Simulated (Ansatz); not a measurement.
**Bi$_{2}$Te$_{3}$, one cell by several methods**

```xyz
5
Lattice="2.2085 1.2751 10.0461 -2.2085 1.2751 10.0461 0.0000 -2.5502 10.0461" Properties=species:S:1:pos:R:3 pbc="T T T"
Bi    0.0000    0.0000   24.4724
Bi    0.0000    0.0000   12.1156
Te    0.0000    0.0000   18.4146
Te    0.0000    0.0000    6.0277
Te    0.0000    0.0000    0.0000
```

Atom numbers follow the list: Bi1, Bi2, Te3, Te4, Te5.

The cell comes from COD entry 9012858, which wasn't checked; take it as a given geometry. The listed cell was then made from it by scaling, straining or moving an atom.

No spin–orbit coupling, which matters for the heavy atoms here.

All numbers are computed: DFT, PBE, PAW with Ansatz's default frozen-core files, scalar-relativistic (Ansatz 0.2.0); DFT, PBE, all-electron PAW with datasets made for the crystal, scalar-relativistic (Ansatz 0.2.0); DFT, PBE, all-electron LAPW, scalar-relativistic (Ansatz 0.2.0).

For PAW: a Γ-centred 8×8×8 k mesh, Fermi–Dirac smearing of 0.08 eV, cutoff 420 eV, no spin polarisation. The crystal-made all-electron datasets (AE datasets) take a cutoff of 240 eV at this cell. LAPW targets a basis error of 1 meV/atom. The Ansatz runs share mesh, smearing and spin set-up. Plane-wave (PAW) pressures include the program's estimate of the Pulay term.

Stress and pressure are positive in compression.

```
              quantity     PAW  AE datasets    LAPW
        pressure (GPa)    1.15         1.16    1.16
       stress xx (GPa)    1.52         1.53    1.54
       stress zz (GPa)    0.40         0.41    0.41
force on Bi1, z (eV/Å)  -0.808       -0.808  -0.808
force on Bi2, z (eV/Å)  -0.457       -0.457  -0.457
force on Te3, z (eV/Å)  -0.659       -0.659  -0.659
force on Te4, z (eV/Å)   0.729        0.730   0.730
```
